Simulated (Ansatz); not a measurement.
Crystal: SiS2.

```xyz
6
Lattice="-2.7820 4.7725 2.7760 2.7820 -4.7725 2.7760 2.7820 4.7725 -2.7760" Properties=species:S:1:pos:R:3 pbc="T T T"
S     1.1618   -1.1282    2.7760
S     1.6202    5.9007    0.0000
S     1.6202    3.6443    2.7760
S     1.1618    1.1282    0.0000
Si    0.0000    0.0000    1.3880
Si    0.0000    0.0000    4.1640
```

Base run:

| Quantity | Value |
| --- | --- |
| Program | Ansatz 0.2.0 |
| Functional | LDA |
| Potentials or basis | Ansatz PAW |
| Cutoff | 420 eV (not typed: the program's choice for these potentials) |
| k mesh | 7 × 7 × 7 |
| Occupations | fermi-dirac, width 0.05 eV |
| Spin | no spin polarisation |

Its results: band gap on the k mesh 2.57 eV, indirect (least direct gap 2.96 eV); pressure -0.9 GPa; largest force 0.019 eV/Å.

Problem. After a change of settings the same cell gave: band gap on the k mesh 2.69 eV, indirect (least direct gap 3.08 eV); pressure 0.7 GPa; largest force 0.181 eV/Å. Which change was it?
A. functional from LDA to PBEsol
B. functional from LDA to r2SCAN; cutoff from 420 eV (not typed: the program's choice for these potentials) to 500 eV (not typed: the program's choice for these potentials)
C. functional from LDA to PBE

Solution. A.

PBEsol binds less tightly than LDA, so the same cell stands under more pressure.

Caveats: the PAW data sets come from PBE, with cores solved anew for the run's functional, which leaves a small shift of forces and pressure.
